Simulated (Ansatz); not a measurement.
Runs of Ansatz 0.2.0 on BaTiO3. The structure is tetragonal, space group P4mm (No. 99). Conventional cell: a = 4.000 Å, b = 4.000 Å, c = 4.018 Å, α = 90.00°, β = 90.00°, γ = 90.00°. Ba (site symmetry 4mm) has 12 O at 2.79 to 2.88 Å as nearest neighbours. Around Ti (site symmetry 4mm) lie 6 O at 1.89 to 2.13 Å. O (site symmetry 2mm) has 2 Ti at 2.00 Å as nearest neighbours. Around O (site symmetry 4mm) lie 2 Ti at 1.89 to 2.13 Å. 

```tsv
task	level	potentials or basis	U	cell	k mesh	cutoff (eV)	points for each segment of the path	hubbard projectors	double counting	gap on the mesh (eV)	pressure (GPa)	largest force (eV/Å)
single point	PBE	Ansatz PAW	-	as given	4 × 4 × 4	420	-	-	-	(a)	2.4	(b)
band structure	PBE+U	Ansatz PAW	Ti d U = 1 eV	as given	7 × 7 × 7	420	14	ortho-atomic (the default)	fll (the default)	2.03	2.7	0.26
relaxation of cell and atoms	m-r2SCAN	Ansatz PAW	-	relaxed	7 × 7 × 7	500	-	-	-	2.33	0.0	-
band structure	PBE	JTH PAW	-	as given	7 × 7 × 7	1380	14	-	-	(c)	3.7	0.29
```

Alike in all rows: no spin polarisation; smearing fermi-dirac 0.05 eV.

Question: Estimate the missing entries.

Answer: (a) 1.83; (b) 0.34; (c) 1.89.

Caveats: spin-orbit coupling is left out, which moves the levels of the heavy elements; the k mesh misses the band edges, so the gap on the mesh is wider than the one along the path (some runs); odd divisions of the mesh miss points on the zone boundary, where band edges often lie, so the gap on the mesh can be too wide (some runs); the plane-wave basis is chosen anew once the cell has moved, so the energies of steps on either side of that aren't comparable (some runs); the PAW data sets come from PBE, with cores solved anew for the run's functional, which leaves a small shift of forces and pressure (some runs); this barium file gives pressures and gaps apart from those of other sets (some runs).

A k mesh can miss the band edges, and the runs leave out spin-orbit coupling on Ba.
